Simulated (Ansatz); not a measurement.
The system is W.

```
W
1.0
     0.00000    2.03000    2.03000
     2.03000    0.00000    2.03000
     2.03000    2.03000    0.00000
W
1
Direct
  0.00000 0.00000 0.00000
```

This isn't the form of W at room conditions, which is bcc.

* Program: Ansatz 0.2.0
* Task: relaxation of cell and atoms
* Functional: revPBE
* Dispersion: D4
* Potentials or basis: Ansatz PAW
* Cutoff: 420 eV (not typed: the program's choice for these potentials)
* k mesh: 11 × 11 × 11
* Occupations: fermi-dirac, width 0.05 eV
* Spin: no spin polarisation

At the start: volume 16.73 Å³/atom.

Question: How do energy, volume and symmetry change on relaxing?

Answer: It ends after 4 steps and the volume is 16.08 Å³/atom (-3.9 %); space group Fm-3m (No. 225, to 0.05 Å).

The path:
```
step  energy change (eV)  largest force (eV/Å)  volume (Å³)
   1              0.0000                0.0000        16.73
   2             -0.0236                0.0000        16.18
   3             -0.0243                0.0000        16.08
   4             -0.0240                0.0000        16.08
```

Final structure:
```xyz
1
Lattice="0.0000 2.0032 2.0032 2.0032 0.0000 2.0032 2.0032 2.0032 0.0000" Properties=species:S:1:pos:R:3 pbc="T T T"
W     0.0000    0.0000    0.0000
```

Caveat: the plane-wave basis is chosen anew once the cell has moved, so the energies of steps on either side of that aren't comparable; pairwise dispersion overbinds metals, which lowers pressure and volume; the PAW data sets come from PBE, with cores solved anew for the run's functional, which leaves a small shift of forces and pressure.
